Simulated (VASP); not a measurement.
Here is a VASP 6.6.1 calculation.

POSCAR

```
KCl
1.0
    0.0000000000      3.1464700000      3.1464700000
    3.1464700000      0.0000000000      3.1464700000
    3.1464700000      3.1464700000      0.0000000000
K Cl
1 1
Direct
    0.0000000000      0.0000000000      0.0000000000
    0.5000000000      0.5000000000      0.5000000000
```

Contents of INCAR.step1:

```
  ALGO = Normal
  EDIFF = 1E-5
  ENCUT = 520
  GGA = PE
  ISIF = 2
  ISMEAR = 0
  KPAR = 4
  LASPH = T
  LCHARG = F
  LREAL = F
  LWAVE = T
  NELM = 80
  PREC = Accurate
  SIGMA = 0.02
```

INCAR.step2

```
  ALGO = Normal
  EDIFF = 1E-6
  ENCUT = 520
  GGA = PE
  HFSCREEN = 0.3
  ISIF = 2
  ISMEAR = 0
  ISTART = 1
  KPAR = 4
  LASPH = T
  LCHARG = F
  LHFCALC = T
  LREAL = F
  LWAVE = F
  NELM = 80
  PREC = Accurate
  PRECFOCK = Fast
  SIGMA = 0.02
```

File KPOINTS:

```
k-points
0
Gamma
  6 6 6
```

KPOINTS_OPT

```
path GXWKGLUWLK,UX
12
line-mode
reciprocal
 0.0000000000  0.0000000000  0.0000000000  G
 0.5000000000  0.0000000000  0.5000000000  X

 0.5000000000  0.0000000000  0.5000000000  X
 0.5000000000  0.2500000000  0.7500000000  W

 0.5000000000  0.2500000000  0.7500000000  W
 0.3750000000  0.3750000000  0.7500000000  K

 0.3750000000  0.3750000000  0.7500000000  K
 0.0000000000  0.0000000000  0.0000000000  G

 0.0000000000  0.0000000000  0.0000000000  G
 0.5000000000  0.5000000000  0.5000000000  L

 0.5000000000  0.5000000000  0.5000000000  L
 0.6250000000  0.2500000000  0.6250000000  U

 0.6250000000  0.2500000000  0.6250000000  U
 0.5000000000  0.2500000000  0.7500000000  W

 0.5000000000  0.2500000000  0.7500000000  W
 0.5000000000  0.5000000000  0.5000000000  L

 0.5000000000  0.5000000000  0.5000000000  L
 0.3750000000  0.3750000000  0.7500000000  K

 0.6250000000  0.2500000000  0.6250000000  U
 0.5000000000  0.0000000000  0.5000000000  X
```

Potentials or basis: VASP PAW PBE potentials, release 64 (K_sv, Cl).

The run is started by

```sh
$ cat potpaw_PBE.64/K_sv/POTCAR potpaw_PBE.64/Cl/POTCAR > POTCAR
$ cp INCAR.step1 INCAR
$ mpirun -np 4 vasp_std > vasp.out
$ cp INCAR.step2 INCAR
$ mpirun -np 4 vasp_std > vasp.out
```

**Question.** What does it give for the band gap along the path?

**Answer.** 6.25 eV, direct.

**Question.** Predict the pressure.

**Answer.** 0.5 GPa.

**Question.** Estimate the band gap on the k mesh.

**Answer.** 6.25 eV, direct.

Levels at the corners of the path, in eV from the valence-band top:
| point | band 4 | band 5 | band 6 | band 7 | band 8 | band 9 | band 10 | band 11 | band 12 |
| --- | --- | --- | --- | --- | --- | --- | --- | --- | --- |
| Γ | -11.34 | -11.34 | 0.00 | 0.00 | 0.00 | 6.25 | 9.64 | 9.64 | 9.64 |
| X | -11.40 | -11.40 | -0.69 | -0.24 | -0.24 | 7.64 | 9.55 | 11.23 | 11.80 |
| X | -11.40 | -11.40 | -0.69 | -0.24 | -0.24 | 7.64 | 9.55 | 11.23 | 11.74 |
| W | -11.44 | -11.26 | -0.50 | -0.49 | -0.49 | 9.20 | 9.20 | 10.71 | 11.28 |
| W | -11.44 | -11.26 | -0.50 | -0.49 | -0.49 | 9.20 | 9.20 | 10.71 | 11.28 |
| K | -11.38 | -11.29 | -0.58 | -0.56 | -0.30 | 8.41 | 10.26 | 10.54 | 11.52 |
| K | -11.38 | -11.29 | -0.58 | -0.56 | -0.30 | 8.41 | 10.26 | 10.54 | 11.53 |
| Γ | -11.34 | -11.34 | 0.00 | 0.00 | 0.00 | 6.25 | 9.64 | 9.64 | 9.64 |
| Γ | -11.34 | -11.34 | 0.00 | 0.00 | 0.00 | 6.25 | 9.64 | 9.64 | 9.64 |
| L | -11.35 | -11.12 | -1.08 | -0.33 | -0.33 | 8.65 | 9.83 | 12.02 | 12.03 |
| L | -11.35 | -11.12 | -1.08 | -0.33 | -0.33 | 8.65 | 9.83 | 12.02 | 12.03 |
| U | -11.38 | -11.29 | -0.58 | -0.56 | -0.30 | 8.41 | 10.26 | 10.54 | 11.52 |
| U | -11.38 | -11.29 | -0.58 | -0.56 | -0.30 | 8.41 | 10.26 | 10.54 | 11.53 |
| W | -11.44 | -11.26 | -0.50 | -0.49 | -0.49 | 9.20 | 9.20 | 10.71 | 11.28 |
| W | -11.44 | -11.26 | -0.50 | -0.49 | -0.49 | 9.20 | 9.20 | 10.71 | 11.28 |
| L | -11.35 | -11.12 | -1.08 | -0.33 | -0.33 | 8.65 | 9.83 | 12.02 | 12.03 |
| L | -11.35 | -11.12 | -1.08 | -0.33 | -0.33 | 8.65 | 9.83 | 12.02 | 12.02 |
| K | -11.38 | -11.29 | -0.58 | -0.56 | -0.30 | 8.41 | 10.26 | 10.54 | 11.52 |
| U | -11.38 | -11.29 | -0.58 | -0.56 | -0.30 | 8.41 | 10.26 | 10.54 | 11.53 |
| X | -11.40 | -11.40 | -0.69 | -0.24 | -0.24 | 7.64 | 9.55 | 11.23 | 11.74 |

Caveat: the PAW data sets were made with another functional, which shifts forces and pressure a little.

**Measured values to compare with.**

From a printed reference work, monograph, for a bulk crystal of KCl: band gap 8.68 eV.

Measured gap of KCl: 8.68 eV (a printed reference work, monograph). This calculation gives 6.25 eV (-2.43 eV). The value is that of HSE03, without temperature or zero-point motion.
